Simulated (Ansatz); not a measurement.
Runs of Ansatz 0.2.0 on N. The structure is hexagonal, space group P6_3/mmc (No. 194). Conventional cell: a = 2.519 Å, b = 2.519 Å, c = 2.446 Å, α = 90.00°, β = 90.00°, γ = 120.00°. N (site symmetry -6m2) is surrounded by 6 N at 1.90 Å. The real solid is made of molecules; this cell is a model form.

```tsv
task	level	potentials or basis	spin	cell	k mesh	cutoff (eV)	smearing	points for each segment of the path	other keys	mesh quality	gap on the mesh (eV)	pressure (GPa)
band structure	PBEsol+D3(BJ)	Ansatz PAW earlier set	off	atoms moved at random, drawn with an rms of 0.02 Å	9 × 9 × 8	870	methfessel-paxton 0.1 eV	14	-	not flagged	none	-3.7
electrostatic potential	BHLYP+D4	Ansatz NC	off	as given	7 × 7 × 6	1240	cold 0.05 eV	-	-	coarse	none	1.0
projected density of states	HSE06+D3(BJ)	Ansatz PAW	off	as given	6 × 6 × 6	420	gaussian 0.01 eV	-	-	coarse	none	-3.3
single point	HSE06+D4	Ansatz NC	off	as given	6 × 6 × 6	1240	cold 0.1 eV	-	-	coarse	none	-2.3
density of states	r2SCAN0	PseudoDojo standard (PBE files)	off	volume scaled by 1.04	10 × 10 × 9	1143	methfessel-paxton 0.05 eV	-	kpoints.mp_grid.grid = 10 × 10 × 9; scf.eigensolver.kind = davidson	not flagged	none	(a)
band structure	rPW86-PBE+rVV10	PseudoDojo stringent (PBE files)	collinear, antiferromagnetic start	volume scaled by 1.08	12 × 12 × 11	1143	gaussian 0.02 eV	14	-	not flagged	none	-
```

Question: Fill in the values left out.

Answer: (a) -8.6.

Caveats: some runs use coarse meshes; pairwise dispersion overbinds metals, which lowers pressure and volume (some runs); the potentials were made for another functional, which shifts forces and pressure (some runs); the thresholds are loose for stress (some runs); the PAW data sets come from PBE, with cores solved anew for the run's functional, which leaves a small shift of forces and pressure (some runs); the meta-GGA runs on potentials made for a GGA (some runs); the rVV10 pressure on norm-conserving files is uncertain (some runs); the starting moments weren't kept (some runs).

A gap of «none» marks a metal or a gap under the smearing width.

Runs at the PBE level aren't shown here.
